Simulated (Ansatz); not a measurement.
## Two-dimensional strain map in BAs

Level of theory: DFT PBE, scalar-relativistic, plane waves, PAW in Ansatz. Settings: plane waves to 420 eV, k-mesh 10×10×10 (Γ-centred), Gaussian smearing 0.05 eV. No spin polarisation. Energies are free energies at this smearing, counted from the undisturbed cell; pressure is positive in compression.

The starting cell (as given, not relaxed at this level; it stands at 2.8 GPa):

```
B As
1.0
     0.00000    2.38850    2.38850
     2.38850    0.00000    2.38850
     2.38850    2.38850    0.00000
B As
1 1
Direct
  0.00000 0.00000 0.00000
  0.75000 0.75000 0.75000
```

The cell is strained by p along both x and y and by q along z, fractional coordinates fixed. Points are written (p, q).

Energy above the undisturbed cell in meV/atom (a dash: not computed):

| p \ q | -0.080 | -0.040 | 0.000 | 0.040 | 0.080 |
| --- | --- | --- | --- | --- | --- |
| -0.080 | 500.1 | 354.7 | 267.6 | 233.1 | ? |
| -0.040 | 229.9 | 125.9 | 71.3 | ? | 92.1 |
| 0.000 | ? | 29.1 | 0.0 | 9.1 | ? |
| 0.040 | 77.9 | 34.1 | 24.9 | 48.1 | 100.8 |
| 0.080 | 138.4 | 116.0 | 122.4 | 156.0 | 214.5 |

(1) Fill in the withheld energies.

## Answers

(1) (-0.080, 0.080): 245.4; (-0.040, 0.040): 61.5; (0.000, -0.080): 99.7; (0.000, 0.080): 52.6.